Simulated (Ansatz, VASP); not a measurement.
**One calculation of Hg2S, two programs**

```
CELL_PARAMETERS angstrom
3.89054 0.00000 0.00000
-1.94527 3.36931 0.00000
0.00000 0.00000 5.78740
ATOMIC_POSITIONS crystal
Hg 0.66667 0.33333 0.56979
Hg 0.33333 0.66667 0.92719
S 0.33333 0.66667 0.38018
```

Alike in both runs: task single point; functional PBEsol; k mesh 12 × 12 × 8; occupations gaussian, width 0.1 eV; no spin polarisation.

|  | VASP | Ansatz |
| --- | --- | --- |
| version | VASP 6.6.1 | Ansatz 0.2.0 |
| potentials or method | VASP PAW PBE potentials, release 64 (Hg, S) | scalar-relativistic, plane waves, PAW |
| plane-wave cutoff (eV) | 520 | 420 |
| valence electrons in the cell | 30 | 46 |

```tsv
	VASP	Ansatz	Ansatz less VASP
gap on the k mesh at the Fermi level (eV)	none	none	-
pressure (GPa)	1.8	1.4	-0.41
largest component of the traceless stress (GPa)	2.76	2.78	+0.027
rms of the force components (eV/Å)	0.489	0.475	-0.0135
```

Atom by atom the forces differ by 0.013 eV/Å (rms over components). A gap of «none» marks a metal or a gap that the smearing closes. With one functional, cell and mesh, what is left measures potentials, basis and numerics. The two sets of potentials don't hold the same shells in valence.

Caveats: the PAW data sets were made with another functional, which shifts forces and pressure a little (VASP). The runs have no spin-orbit coupling, so splittings on Hg are missing.
